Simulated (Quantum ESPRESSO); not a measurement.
# Pt: phonon spectrum and thermodynamics under several settings

```
CELL_PARAMETERS angstrom
0.00000 1.96090 1.96090
1.96090 0.00000 1.96090
1.96090 1.96090 0.00000
ATOMIC_POSITIONS crystal
Pt 0.00000 0.00000 0.00000
```

All runs used Quantum ESPRESSO 7.5; k mesh 12 × 12 × 12; relaxed cell; no spin polarisation; cutoff 612 eV; occupations cold, width 0.2 eV; q mesh 2 × 2 × 2.

| level | potentials | volume (Å³/atom) | pressure (GPa) | highest frequency (cm⁻¹) | zero-point energy (meV/atom) | entropy at room temperature (k_B/atom) |
| --- | --- | --- | --- | --- | --- | --- |
| PBE | GBRV 1.5 PBE | 15.57 | 0.1 | 187 | 22.9 | 4.76 |
| PBEsol | GBRV 1.5 PBEsol | ? | 0.0 | ? | ? | ? |

Problem. What stands in the row left open?

Solution. Volume 14.98 Å³/atom; highest frequency 199 cm⁻¹; zero-point energy 24.3 meV/atom; entropy at room temperature 4.58 k_B/atom.

For the row left open. Caveat: the q mesh is small, so phonon branches between its points and thermal values are rough.
